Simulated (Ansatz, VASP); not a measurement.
Si in VASP and in Ansatz

```
CELL_PARAMETERS angstrom
0.00000 2.71550 2.71550
2.71550 0.00000 2.71550
2.71550 2.71550 0.00000
ATOMIC_POSITIONS crystal
Si 0.00000 0.00000 0.00000
Si 0.25000 0.25000 0.25000
```

Alike in both runs: task single point; functional LDA; k mesh 8 × 8 × 8; no spin polarisation.

|  | VASP | Ansatz |
| --- | --- | --- |
| version | VASP 6.6.1 | Ansatz 0.2.0 |
| potentials or method | VASP PAW LDA potentials, release 64 (Si) | scalar-relativistic, plane waves, PAW |
| plane-wave cutoff (eV) | 520 | 420 |
| occupations | gaussian, width 0.01 eV | fixed |
| valence electrons in the cell | 8 | 8 |

```csv
,VASP,Ansatz,Ansatz less VASP
gap on the k mesh at the Fermi level (eV),0.51,0.52,+0.001
least direct gap on the mesh (eV),2.52,2.53,+0.002
pressure (GPa),-1.5,-1.5,-0.04
```

A k mesh can miss the band edges. A hybrid or GW would open this gap; LDA tends to underestimate it.
